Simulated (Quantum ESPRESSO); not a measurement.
## Y under changes of volume

One of the cells (33.012 Å³/atom); the others are scaled copies at fixed shape and fractional positions:

```xyz
2
Lattice="3.6474 0.0000 0.0000 -1.8237 3.1587 0.0000 0.0000 0.0000 5.7306" Properties=species:S:1:pos:R:3 pbc="T T T"
Y     1.8237    1.0529    4.2980
Y     0.0000    2.1058    1.4326
```

- Program: Quantum ESPRESSO 7.5
- Functional: r2SCAN
- Potentials or basis: SG15 PBE 1.2
- Cutoff: 952 eV
- Density cutoff: 3810 eV
- k mesh: 6 × 6 × 4
- Occupations: fermi-dirac, width 0.05 eV
- Spin: no spin polarisation

```csv
volume (Å³/atom),energy over the lowest point (meV/atom),pressure (GPa)
31.031,28.41,3.7
31.691,15.08,2.6
32.351,?,?
33.012,1.18,0.7
33.672,0.00,-0.2
34.332,2.28,-1.0
34.992,7.75,-1.7
```

Question: What does the run at 32.351 Å³/atom give?

Answer: Energy over the lowest point 6.11 meV/atom; pressure 1.6 GPa.

Worked out: A Birch-Murnaghan fit of order 3 (a polynomial in V^(-2/3)) to the other rows has its minimum at 33.56 Å³/atom with B0 = V·E''(V) = 43 GPa and B' = 3.0 at fixed shape and positions, which overstates the stiffness. It gives 6.11 meV/atom at 32.351 Å³/atom, against the run's 6.11, and -dE/dV = 1.7 GPa, against 1.6.

Energies are extrapolated to zero smearing.

Caveats: the potentials were made for another functional, which shifts forces and pressure.
